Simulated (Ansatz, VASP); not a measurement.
**Se: VASP beside Ansatz**

```xyz
1
Lattice="2.8106 0.0000 0.0000 0.0000 2.8106 0.0000 0.0000 0.0000 2.8106" Properties=species:S:1:pos:R:3 pbc="T T T"
Se    0.0000    0.0000    0.0000
```

This isn't the form of Se at room conditions, which is trigonal, of chains.

Alike in both runs: task single point; functional PBE; dispersion D3(BJ); k mesh 16 × 16 × 16; occupations gaussian, width 0.15 eV; no spin polarisation.

```csv
,VASP,Ansatz
version,VASP 6.6.1,Ansatz 0.2.0
potentials or method,"VASP PAW PBE potentials, release 64 (Se)","scalar-relativistic, plane waves, PAW"
plane-wave cutoff (eV),520,420
valence electrons in the cell,6,16
```

Ansatz gave:

```
gap on the k mesh at the Fermi level (eV) : none
pressure (GPa)                            : -1.4
```

Question: Which values does VASP return?

Answer: gap on the k mesh at the Fermi level (eV): none; pressure (GPa): -1.3.

A gap of «none» marks a metal or a gap that the smearing closes. The two sets of potentials don't hold the same shells in valence.

Caveats: pairwise dispersion overbinds metals, which lowers pressure and volume.
